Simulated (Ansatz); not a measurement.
# Pt: the change of energy less free atoms and pressure with volume scale

All results are calculated (Ansatz 0.2.0). Periodic Kohn-Sham DFT of a crystal at fixed atoms, scaled to volume_scale times the given cell; pressure positive in compression, energy less spherical unpolarised free atoms, largest_vzz the field gradient of largest size among the nuclei.

The cell before it is scaled or strained (space group Im-3m, No. 229):
```
cell vectors (Å)
  -1.5813     1.5813     1.5813
   1.5813    -1.5813     1.5813
   1.5813     1.5813    -1.5813
atoms (fractions of the cell vectors)
Pt  0.00000  0.00000  0.00000
```

Settings of every row: method all-electron LAPW; functional PBE; relativity scalar; k mesh 15x15x15; filling fermi-dirac; smearing width 0.05 eV; basis error target 0.5 meV/atom; nucleus gaussian.

Atom start moment: 0 on all atoms.

Limits: no spin-orbit coupling on heavy atoms; the cell comes from a prototype or a list of computed structures and needn't be the stable phase.

| row | volume scale | V (Å³/atom) | energy less free atoms (eV/atom) | pressure (GPa) |
| --- | --- | --- | --- | --- |
| 1 | 0.9405 | 14.875 | -5.9743 | 17.176 |
| 2 | 0.98 | 15.5 | ? | ? |
| 3 | 1 | 15.817 | -6.0214 | -0.01 |
| 4 | 1.02 | 16.133 | -6.0169 | -4.454 |
| 5 | 1.06 | 16.765 | -5.9841 | -11.825 |

Question: what energy less free atoms and pressure should row 2 give?

Worked fit of energy less free atoms. Take u = (V_r/V)^(2/3) − 1 with V_r = 15.975 Å³ an atom, which is twice the finite (Eulerian) strain; such expansions in the strain, on which the Birch-Murnaghan equation of state is built, carry the rest volume and the bulk modulus. The shown rows have u = 0.04871, 0.00665, -0.00654, -0.03167. Least squares give energy less free atoms = −6.02027 − 0.3212 × u + 25.963 × u² eV/atom; a straight line predicts inner rows, each left out in turn, worse (root mean square 0.026 against 0.00032 eV/atom). The rows lie off it by 0.0000, -0.0001, 0.0002, 0.0000. Its lowest point lies at u = 0.0062, or V = 15.83 Å³ an atom, and the curvature there gives the bulk modulus at fixed shape and fractions, B = (4/9)(1 + u)² E″(u)/V = 237 GPa. The withheld row has u = 0.02033, so the fit gives −6.02027 − 0.3212 × (0.02033) + 25.963 × (0.02033)² = -6.0161 eV/atom.

The calculation gave -6.0165 eV/atom. The fit lies 0.0004 eV/atom (0.85 % of the column's range) above it; its largest miss of a shown row is 0.0002 eV/atom.

Worked fit of pressure. Take u = (V_r/V)^(2/3) − 1 with V_r = 15.975 Å³ an atom, which is twice the finite (Eulerian) strain; such expansions in the strain, on which the Birch-Murnaghan equation of state is built, carry the rest volume and the bulk modulus. The shown rows have u = 0.04871, 0.00665, -0.00654, -0.03167. Least squares give pressure = −2.3059 + 339.623 × u + 1237.82 × u² GPa; a straight line predicts inner rows, each left out in turn, worse (root mean square 1.3 against 0.039 GPa). The rows lie off it by 0.002, -0.017, 0.020, -0.005 (root mean square 0.013 GPa). The pressure vanishes at u = 0.0066, or V = 15.82 Å³ an atom, and there the bulk modulus at fixed shape and fractions is B = −V dP/dV = (2/3)(1 + u) dP/du = 239 GPa. The withheld row has u = 0.02033, so the fit gives −2.3059 + 339.623 × (0.02033) + 1237.82 × (0.02033)² = 5.110 GPa.

The calculation gave 5.035 GPa. The fit lies 0.075 GPa (1.5 % of the value, 0.26 % of the column's range) above it; its largest miss of a shown row is 0.020 GPa.
